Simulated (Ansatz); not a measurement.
Crystal: Ag2O.

```
Ag O
1.0
     4.71800    0.00000    0.00000
     0.00000    4.71800    0.00000
     0.00000    0.00000    4.71800
Ag O
4 2
Direct
  0.75000 0.25000 0.75000
  0.75000 0.75000 0.25000
  0.25000 0.75000 0.75000
  0.25000 0.25000 0.25000
  0.50000 0.50000 0.50000
  0.00000 0.00000 0.00000
```

Base run:

```yaml
Program: Ansatz 0.2.0
Functional: r2SCAN
Potentials_or_basis: Ansatz PAW
Cutoff: "500 eV (not typed: the program's choice for these potentials)"
k_mesh: 5 × 5 × 5
Occupations: fermi-dirac, width 0.05 eV
Spin: spin-orbit coupling, no magnetisation
```

Its results: band gap on the k mesh 0.14 eV, direct; pressure 2.1 GPa.

The run is repeated on the same cell with these changes: spin from spin-orbit coupling, no magnetisation to no spin polarisation; potential files from those of the base run to others of the same set. What comes out?

Band gap on the k mesh 0.28 eV, direct; pressure 2.2 GPa.

Spin-orbit coupling splits the band edges, which narrows the gap.

Caveats: the PAW data sets come from PBE, with cores solved anew for the run's functional, which leaves a small shift of forces and pressure.
